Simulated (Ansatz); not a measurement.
**ZrSe₂: frozen-core PAW against all-electron methods**

```
Zr Se
1.0
     3.79800    0.00000    0.00000
    -1.89900    3.28916    0.00000
     0.00000    0.00000    6.19200
Zr Se
1 2
Direct
  0.00000 0.00000 0.00000
  0.33333 0.66667 0.25000
  0.66667 0.33333 0.75000
```

Atoms are numbered in the order listed.

The cell is COD entry 1539555, as deposited and not checked against the literature; nothing was relaxed. It differs from other determinations.

Methods: DFT, PBE, PAW with Ansatz's default frozen-core files, scalar-relativistic (Ansatz 0.2.0); DFT, PBE, all-electron PAW with datasets made for the crystal, scalar-relativistic (Ansatz 0.2.0); DFT, PBE, all-electron LAPW, scalar-relativistic (Ansatz 0.2.0).

For PAW: a Γ-centred 8×8×5 k mesh, Fermi–Dirac smearing of 0.01 eV, cutoff 420 eV, no spin polarisation. The crystal-made all-electron datasets (AE datasets) take a cutoff of 320 eV at this cell. LAPW targets a basis error of 1 meV/atom. The Ansatz runs share mesh, smearing and spin set-up. Plane-wave (PAW) pressures include the program's estimate of the Pulay term.

Stress and pressure are positive in compression.

Levels count from the top of the valence band.

```json
{"quantity": "pressure (GPa)", "PAW": "1.93", "AE datasets": "1.94", "LAPW": "1.94"}
{"quantity": "stress xx (GPa)", "PAW": "1.36", "AE datasets": "1.37", "LAPW": "1.37"}
{"quantity": "stress zz (GPa)", "PAW": "3.07", "AE datasets": "3.08", "LAPW": "3.08"}
{"quantity": "force on Se2, z (eV/Å)", "PAW": "0.283", "AE datasets": "0.285", "LAPW": "0.284"}
{"quantity": "band gap (eV)", "PAW": "0.371", "AE datasets": "0.371", "LAPW": "0.372"}
{"quantity": "highest filled level at A (eV)", "PAW": "-0.224", "AE datasets": "-0.224", "LAPW": "-0.223"}
{"quantity": "lowest empty level at A (eV)", "PAW": "1.023", "AE datasets": "1.023", "LAPW": "1.023"}
{"quantity": "highest filled level at M (eV)", "PAW": "-1.365", "AE datasets": "-1.366", "LAPW": "-1.365"}
{"quantity": "lowest empty level at M (eV)", "PAW": "0.569", "AE datasets": "0.568", "LAPW": "0.569"}
{"quantity": "highest filled level at L (eV)", "PAW": "-0.985", "AE datasets": "-0.986", "LAPW": "-0.985"}
{"quantity": "lowest empty level at L (eV)", "PAW": "0.371", "AE datasets": "0.371", "LAPW": "0.372"}
```
